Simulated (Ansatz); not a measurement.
The system is CoO.

```
CELL_PARAMETERS angstrom
-1.50800 1.50800 2.10725
1.50800 -1.50800 2.10725
1.50800 1.50800 -2.10725
ATOMIC_POSITIONS crystal
Co 0.00000 0.00000 0.00000
O 0.50000 0.50000 0.00000
```

Base run:

```yaml
Program: Ansatz 0.2.0
Functional: PBE
Potentials_or_basis: Ansatz PAW
Cutoff: 420 eV
Density_cutoff: 1680 eV
k_mesh: 12 × 12 × 12
Occupations: fermi-dirac, width 0.05 eV
Spin: collinear spin, ferromagnetic start
Starting_moments: "[2.0, 0.0] μB"
```

Its results: band gap on the k mesh none (metal or under the smearing width); pressure 0.0 GPa; net moment 2.92 μB per cell; site moments Co +2.48; O +0.32 μB.

Question: The run is repeated on the same cell with these changes: functional from PBE to RPBE; occupations from fermi-dirac, width 0.05 eV to gaussian, width 0.05 eV. What comes out?

Answer: Band gap on the k mesh none (metal or under the smearing width); pressure 8.1 GPa; net moment 2.92 μB per cell; site moments Co +2.48; O +0.30 μB.

Caveats: a cell with one magnetic atom can't hold antiferromagnetic order, which such compounds often take; semilocal functionals often make such compounds metallic where correlation or magnetic order opens a gap, which also shifts bond lengths; the potentials were made for another functional, which shifts forces and pressure (some runs); the PAW data sets come from PBE, with cores solved anew for the run's functional, which leaves a small shift of forces and pressure (some runs).

Not every run made on this cell is shown here.
